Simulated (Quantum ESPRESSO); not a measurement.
# Hf: zone-centre phonons under several settings

```
Hf
1.0
     3.19670    0.00000    0.00000
    -1.59835    2.76842    0.00000
     0.00000    0.00000    5.05780
Hf
2
Direct
  0.66667 0.33333 0.75000
  0.33333 0.66667 0.25000
```

All runs used Quantum ESPRESSO 7.5; k mesh 7 × 7 × 4; given cell, atoms relaxed; no spin polarisation; occupations cold, width 0.2 eV.

```csv
level,potentials,cutoff (eV),pressure (GPa),lowest optical mode without the field (cm⁻¹),highest optical mode without the field (cm⁻¹)
PBE,SPMS 1.0 PBE,707,0.9,67,114
PBE,PseudoDojo 0.4.1 SR PBE standard,789,0.9,67,114
PBE,GBRV 1.5 PBE,612,1.0,67,113
PBE,SSSP 1.3 efficiency PBE,816,1.0,67,114
PBE,JTH 2.0 PBE,707,1.0,67,113
PBE,SG15 PBE 1.2,884,1.2,66,115
PBE,Ansatz NC SR PBE,1143,?,?,?
```

What stands in the row left open?

Pressure 0.9 GPa; lowest optical mode without the field 66 cm⁻¹; highest optical mode without the field 114 cm⁻¹.

Caveats: the mesh is thin for the phonons of a metal.

For the row left open. Caveat: the k mesh is coarse; the mesh is thin for the phonons of a metal.

The runs don't all hold the same shells in valence.
